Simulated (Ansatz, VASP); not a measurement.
## Si: VASP beside Ansatz

```xyz
2
Lattice="0.0000 2.8854 2.7221 2.8854 0.0000 2.7221 2.8854 2.8854 0.0000" Properties=species:S:1:pos:R:3 pbc="T T T"
Si    0.0000    0.0000    0.0000
Si    1.4427    1.4427    1.3611
```

Change from the starting cell: biaxial_xy strain +6.0%.

Alike in both runs: task single point; functional HSE06; k mesh 6 × 6 × 6; no spin polarisation.

|  | VASP | Ansatz |
| --- | --- | --- |
| version | VASP 6.6.1 | Ansatz 0.2.0 |
| potentials or method | VASP PAW PBE potentials, release 64 (Si) | plane waves, PAW |
| plane-wave cutoff (eV) | 520 | 420 |
| occupations | gaussian, width 0.01 eV | fixed |
| valence electrons in the cell | 8 | 8 |

```csv
,VASP,Ansatz,Ansatz less VASP
gap on the k mesh at the Fermi level (eV),0.86,0.85,-0.010
pressure (GPa),-9.4,-9.1,+0.25
largest component of the traceless stress (GPa),3.70,3.67,-0.024
```

Ansatz warned: «stress_exchange_threshold_loose».

Caveats: the PAW data sets were made with another functional, which shifts forces and pressure a little (VASP). A k mesh can miss the band edges.
